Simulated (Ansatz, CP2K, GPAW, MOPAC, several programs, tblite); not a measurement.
# What each method gives for BaO (rocksalt)

BaO (rocksalt), relaxed with r2SCAN in Ansatz, was computed with several methods. It is cubic, Fm-3m (No. 225); conventional cell a = 5.544 Å, 21.30 Å³ an atom. Ba has 6 O at 2.77 Å; O has 6 Ba at 2.77 Å. Calculated for a static, non-magnetic cell.

```yaml
crystal:
  lattice:
    - [0.00000, 2.77194, 2.77194]
    - [2.77194, 0.00000, 2.77194]
    - [2.77194, 2.77194, 0.00000]
  atoms:
    - { symbol: Ba, position: [0.00000, 0.00000, 0.00000] }
    - { symbol: O, position: [0.50000, 0.50000, 0.50000] }
```

Gaps and times are for a single point on this cell; volume and bulk modulus come from each method's own relaxation or energy curve at fixed shape. Times are rough, from shared hosts (Arm Neoverse V2), and each method has its own mesh and cell size. A dagger marks a closed or tiny gap in a crystal that DFT finds insulating: a failure of the method or a wrong SCF state. PM6 (MOPAC), PM7 (MOPAC), GFN2-xTB (tblite) treat a cluster of cells at its zone centre, which samples few k points: where these miss a band edge, the gap comes out too large for that reason alone. Gaps from k meshes are read at a limited set of points (mesh, symmetry points, PBE's band edges), so each method's own least gap may be somewhat smaller. xTB and the PM methods were fitted mostly to molecules, and can miss a solid's gap by electronvolts. Minimal bases can be far off for gaps. GLLB-SC's gap includes the derivative discontinuity. d marks a direct gap, i an indirect one (no mark: not told apart), a dash a value that wasn't computed or didn't pass its checks.

| method | kind | gap (eV) | own volume (Å³/atom) | bulk modulus (GPa) | atoms computed | processor time |
| --- | --- | --- | --- | --- | --- | --- |
| light PBE (260 eV and a coarse mesh) | light plane-wave | 2.08 d | – | – | 2 | 0.51 s |
| PBE | semilocal | 2.05 d | 21.64 | 69 | 2 | 1.3 s |
| r2SCAN | semilocal | 2.38 d | 21.30 | 76 | 2 | 3.6 s |
| GFN2-xTB (tblite) | tight binding | 0.00† | – | – | 64 | 5.2 s |
| PM7 (MOPAC) | semi-empirical | 2.62 | – | – | 64 | 5.3 s |
| GLLB-SC (GPAW) | model potential | 4.54 | – | – | 2 | 6 s |
| PBE/SZV (CP2K) | small basis | overlap 0.20† | – | – | 2 | 9.8 s |
| PM6 (MOPAC) | semi-empirical | 2.67 | – | – | 64 | 19 s |
| PBE/DZVP (CP2K) | small basis | 2.19 d | 22.29 | 70 | 2 | 21 s |
| PBE/single zeta (GPAW) | small basis | 1.76 d | – | – | 2 | 40 s |

Against r2SCAN (2.38 eV) and with closed or daggered gaps left aside, the nearest gap at the points sampled is that of PBE/DZVP (CP2K) (-0.19 eV) and the farthest that of GLLB-SC (GPAW) (+2.16 eV). r2SCAN is only a yardstick of convenience: semilocal gaps usually lie below measured ones, which GLLB-SC and hybrids aim to mend.

Volumes against r2SCAN's: PBE +1.6 %, PBE/DZVP (CP2K) +4.6 %.

Runs without a result: GFN1-xTB (tblite) (single point).

The runs are scalar-relativistic, without spin-orbit coupling.
